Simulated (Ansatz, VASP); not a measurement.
**One calculation of MgB2, two programs**

Contents of INCAR:

```
SYSTEM = MgB2
PREC = Accurate
ENCUT = 520
EDIFF = 1E-6
ISMEAR = 0
SIGMA = 0.1
LREAL = .FALSE.
LASPH = .TRUE.
NELM = 100
ALGO = Normal
ISIF = 2
LWAVE = .FALSE.
LCHARG = .FALSE.
GGA = PS
NBANDS = 11
```

Contents of KPOINTS:

```
regular mesh
0
G
  12 12 10
  0 0 0
```

Contents of POSCAR:

```
MgB2
1.0
    3.3140928579      0.0000000000      0.0000000000
   -1.6570464290      2.8700886054      0.0000000000
    0.0000000000      0.0000000000      3.4675479800
Mg B
1 2
Direct
    0.0000000000      0.0000000000     -0.0120426928
    0.3333333333      0.6666666667      0.5060213464
    0.6666666667      0.3333333333      0.5060213464
```

Input for Ansatz:

```yaml
crystal:
  lattice:
    - [3.3140928579, 0.0, 0.0]
    - [-1.657046429, 2.8700886054, 0.0]
    - [0.0, 0.0, 3.46754798]
  atoms:
    - { symbol: Mg, position: [0.0, 0.0, -0.0120426928] }
    - { symbol: B, position: [0.3333333333, 0.6666666667, 0.5060213464] }
    - { symbol: B, position: [0.6666666667, 0.3333333333, 0.5060213464] }
basis:
  ecutwfc: 420
kpoints:
  mp_grid: { grid: [12, 12, 10] }
hamiltonian:
  xc: pbesol
scf:
  occupations: { method: gaussian, width: 0.1 }
output:
  forces: true
  stress: true
  eigenvalues: true
  write_density: true
  write_potential: true
  elf: true
  volumetric_format: npy
```

Alike in both runs: task single point; functional PBEsol; k mesh 12 × 12 × 10; occupations gaussian, width 0.1 eV; no spin polarisation.

|  | VASP | Ansatz |
| --- | --- | --- |
| version | VASP 6.6.1 | Ansatz 0.2.0 |
| potentials or method | VASP PAW PBE potentials, release 64 (Mg, B) | scalar-relativistic, plane waves, PAW |
| plane-wave cutoff (eV) | 520 | 420 |
| valence electrons in the cell | 8 | 16 |

Ansatz gave:

* gap on the k mesh at the Fermi level (eV): none
* pressure (GPa): -19.8
* largest component of the traceless stress (GPa): 15.89
* rms of the force components (eV/Å): 0.109

Task: Estimate VASP's values.

Result: gap on the k mesh at the Fermi level (eV): none; pressure (GPa): -19.9; largest component of the traceless stress (GPa): 15.79; rms of the force components (eV/Å): 0.109.

Atom by atom the forces differ by 0.000 eV/Å (rms over components). A gap of «none» marks a metal or a gap that the smearing closes. The functional is the same, so the differences come from potentials, cutoffs and numerics. The two sets of potentials don't hold the same shells in valence.

Caveats: so large a pressure means that the cell lies far from this level's equilibrium, or that cutoff or potentials fall short (VASP); the potentials were made for another functional, which shifts forces and pressure (VASP).
